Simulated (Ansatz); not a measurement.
Wires are cut from relaxed bulk Rh (Fm-3m, 14.05 Å³/atom, gap on the mesh 0.00 eV); atoms and period are relaxed, and energies count from that bulk.

These are results of DFT PBE, scalar-relativistic, plane waves, PAW in Ansatz, not measurements.

Cutoff 420 eV, Gaussian smearing of 0.05 eV, energies at zero smearing, symmetry of each start kept, no spin polarisation.

```json
{"start": "[110] wire, 5 host atoms a period", "atoms": "5", "k mesh": "1×1×20", "excess energy (eV per host atom)": "1.605", "line energy (eV/Å)": "3.135", "period (Å)": "2.560", "gap on the mesh (eV)": "0"}
{"start": "[110] wire, 6 host atoms a period", "atoms": "6", "k mesh": "1×1×20", "excess energy (eV per host atom)": "1.371", "line energy (eV/Å)": "3.183", "period (Å)": "2.584", "gap on the mesh (eV)": "0"}
```

Each run keeps its start's symmetry and one magnetic start, so lower states can exist.

Cost: 2 runs of about 8.7 core-minutes in all, on AMD EPYC 7R43 (Zen 3) (shared hosts).